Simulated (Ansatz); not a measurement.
Relax this structure to zero stress and force, keeping its symmetry:

```
B N
1.0
     2.51000    0.00000    0.00000
    -1.25500    2.17372    0.00000
     0.00000    0.00000    6.69000
B N
2 2
Direct
  0.00000 0.00000 0.50000
  0.33333 0.66667 0.00000
  0.00000 0.00000 0.00000
  0.66667 0.33333 0.50000
```

Computed with DFT PBE+D3(BJ), scalar-relativistic, plane waves, PAW (Ansatz).

Settings: cutoff 420 eV, Γ-centred mesh 12×12×4 on the computed 4-atom cell, Gaussian smearing of 0.02 eV; no spin polarisation.

Task: What does it relax to?

Result: The volume decreases by 0.15 Å³/atom to 8.97 Å³/atom, and the energy falls by 0.3 meV/atom. Final structure:
```
B N
1.0
     2.50612    0.00000    0.00000
    -1.25306    2.17037    0.00000
     0.00000    0.00000    6.59736
B N
2 2
Cartesian
  0.0000 0.0000 3.2987
  0.0000 1.4469 0.0000
  0.0000 0.0000 0.0000
  1.2531 0.7235 3.2987
```

Course of the relaxation (steps run on the plane waves of an earlier cell, and the basis is chosen afresh near the end, so energy and pressure can step there; trial steps that raised the energy were taken back; energies are free energies):

```
step E − E_final (meV/atom) P (GPa) V (Å³/atom)
   1                     0.3    -1.20         9.13
   2                    -0.3    -0.42         9.03
   3                    -0.4    -0.01         9.00
   4                     0.0    -0.09         9.00
   5                    -0.1    -0.01         8.97
   6                     0.0    -0.02         8.97
```